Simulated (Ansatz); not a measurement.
# Rh: strain energy, fitted

Rh, P6_3/mmc, a = 2.725 Å, c = 4.385 Å. This isn't the element's structure at ambient conditions. Ansatz: PBE, PAW, 420 eV, Γ-centred 24×24×12 mesh on 2 atoms, Gaussian smearing 0.10 eV; no spin polarisation. Series: biaxial strain in the a-b plane, c and atoms relaxed; x is the strain in per cent. y is the free energy over the unstrained cell, V0 = 14.097 Å³/atom.

| x (%) | y (meV/atom) |
| --- | --- |
| -6.0 | 179.03 |
| -4.0 | 71.14 |
| -2.0 | ? |
| 0.0 | 0.00 |
| 2.0 | 15.84 |
| 4.0 | 54.80 |
| 6.0 | 110.38 |

Q: Fit y = c2 x² + c3 x³ to the other rows, turn c2 into a modulus, and predict the missing energy.

A: Least squares on the rows shown. y = 4.0071 x² − 0.15631 x³. In eV per unit strain² c2 is 40.07; M is the biaxial modulus (E = M V0 ε²): 40.07 × 160.2 / (14.097) = 455 GPa. At x = -2.0 the fit asked for gives 17.28 meV/atom. The run gave 15.61 meV/atom, so the fit is 1.67 meV/atom too high, within twice the rms miss on the fitted rows (1.52 meV/atom).